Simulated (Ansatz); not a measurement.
# Be3Au: the cost of one run

Method: DFT PBE, scalar-relativistic, plane waves, PAW, in Ansatz 0.2.0.

### 1 The structure to begin with

The structure is hexagonal, space group P6/mmm (No. 191). Conventional cell: a = 3.612 Å, b = 3.612 Å, c = 3.812 Å, α = 90.00°, β = 90.00°, γ = 120.00°. Be (site symmetry 6/mmm) has 2 Au at 1.91 Å as nearest neighbours. Around Be (site symmetry -6m2) lie 3 Be at 2.09 Å and 3 Au at 2.09 Å. Around Au (site symmetry 6/mmm) lie 8 Be at 1.91 to 2.09 Å.

Coordinates:

```xyz
4
Lattice="3.6124 0.0000 0.0000 -1.8062 3.1284 0.0000 0.0000 0.0000 3.8125" Properties=species:S:1:pos:R:3 pbc="T T T"
Be    0.0000    0.0000    1.9062
Be    0.0000    2.0856    0.0000
Be    1.8062    1.0428    0.0000
Au    0.0000    0.0000    0.0000
```

(A quick probe on a coarse mesh, which set the mesh and smearing, is not shown.)

### 3 A loose first relaxation

input.yaml

```yaml
crystal:
  lattice:
    - [3.6123707857, 0.0, 0.0]
    - [-1.8061853929, 3.1284048684, 0.0]
    - [0.0, 0.0, 3.8124825047]
  atoms:
    - { symbol: Be, position: [0.0, 0.0, 0.5] }
    - { symbol: Be, position: [0.3333333333, 0.6666666667, 0.0] }
    - { symbol: Be, position: [0.6666666667, 0.3333333333, 0.0] }
    - { symbol: Au, position: [0.0, 0.0, 0.0] }
basis:
  ecutwfc: 420
kpoints:
  mp_grid: { grid: [6, 6, 4] }
hamiltonian:
  xc: pbe
scf:
  occupations: { method: gaussian, width: 0.1 }
  lower_state_search: "off"
output:
  forces: true
  stress: true
  eigenvalues: true
relax:
  adjacent_minimum: "off"
  f_tol: 0.04
  max_steps: 70
  cell: { stress_tol: 0.4 }
```

Launch:

```
$ ansatz run input.yaml --threads 1 --pin off --max-ram 2560MiB --backend cpu --events-out ev --progress --plain --runs-dir out
```

Q: Estimate wall time and peak memory on 1 thread of Intel Xeon Platinum 8259CL at 2.50GHz (Skylake/Cascade Lake), shared host.

About 20 s, with a peak of 0.39 GiB.
